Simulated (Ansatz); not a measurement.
The calculation used DFT PBE, scalar-relativistic, plane waves, PAW (Ansatz). All cells share a 420 eV cutoff and Γ-centred k meshes spaced at most about 0.3 Å⁻¹ (about 0.25 or finer for metals, 2π included). Spin is collinear in cells that carry moments; the others ran without spin or lost their moments.

All energies are static (0 K, no zero-point motion).

Compare these two cells of Co₂Si, each relaxed at this level.

A. (parallel moments up to 0.9 μB) Space group P4/nmm (No. 129), tetragonal, a = 3.455 Å, c = 5.749 Å. Around Si lie 5 Co at 2.25–2.30 Å and 4 Co at 2.48 Å; around Co on a site of symmetry 4mm lie 1 Si at 2.25 Å, 4 Si at 2.48 Å and 4 Co at 2.63 Å; Co on a site of symmetry -4m2 is surrounded by 4 Si at 2.30 Å, 4 Co at 2.44 Å and 4 Co at 2.63 Å.

B. (no moments) Space group P6_3/mmc (No. 194), hexagonal, a = 3.888 Å, c = 4.894 Å. Co on a site of symmetry -3m has 8 Co at 2.45–2.56 Å and 6 Si at 2.56 Å; around Co on a site of symmetry -6m2 lie 3 Si at 2.24 Å, 2 Si at 2.45 Å and 6 Co at 2.56 Å; Si has 3 Co at 2.24 Å and 8 Co at 2.45–2.56 Å.

Question: Which would you expect to be lower, and how large is the difference?

Answer: B is lower, by 70 meV/atom. A has the Cu2Sb type, space group P4/nmm (No. 129), 11.4 Å³/atom and no gap on its mesh; B has the Ni2In type, space group P6_3/mmc (No. 194), 10.7 Å³/atom and no gap. Counting Si atoms around Co (those within 1.25 times the shortest such distance or 1.15 times the sum of covalent radii; a plus sign parts nearer from farther groups; a slash parts the counts of unlike sites), A has Co 4/1+4 and B has Co 5/6. Their magnetic states differ too. The denser one is the lower, and pressure would at first widen the difference. Both come from invented guesses. The lowest form computed isn't among them: it has space group Pnma (No. 62), 10.6 Å³/atom, is reached from a cell as deposited in COD and lies 77 meV/atom below the best shown.

A magnetic state wasn't ruled out in cells without spin, among them P6_3/mmc. Another magnetic order may lie lower. Cells relaxed within their symmetry can be saddle points. Some structure types and database cells were kept out of the candidates from the start, so a known form may be missing.
